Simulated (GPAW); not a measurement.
ZnS:

```
Zn S
1.0
     0.00000    2.70200    2.70200
     2.70200    0.00000    2.70200
     2.70200    2.70200    0.00000
Zn S
1 1
Cartesian
  4.0530 4.0530 4.0530
  0.0000 0.0000 0.0000
```

Base run:

| Item | Value |
| --- | --- |
| Program | GPAW 26.7.0 |
| Functional | LDA |
| Potentials or basis | PAW data sets generated in the run's folder for this functional |
| Cutoff | 600 eV |
| Basis | pw |
| k mesh | 7 × 7 × 7 |
| Occupations | fermi-dirac, width 0.05 eV |
| Spin | no spin polarisation |

Its results: band gap on the k mesh 1.86 eV, direct; pressure -4.9 GPa.

Q: The run is repeated on the same cell with these changes: functional from LDA to PBE. What comes out?

A: Band gap on the k mesh 2.10 eV, direct; pressure 1.6 GPa.

PBE binds less tightly than LDA, so the same cell stands under more pressure.
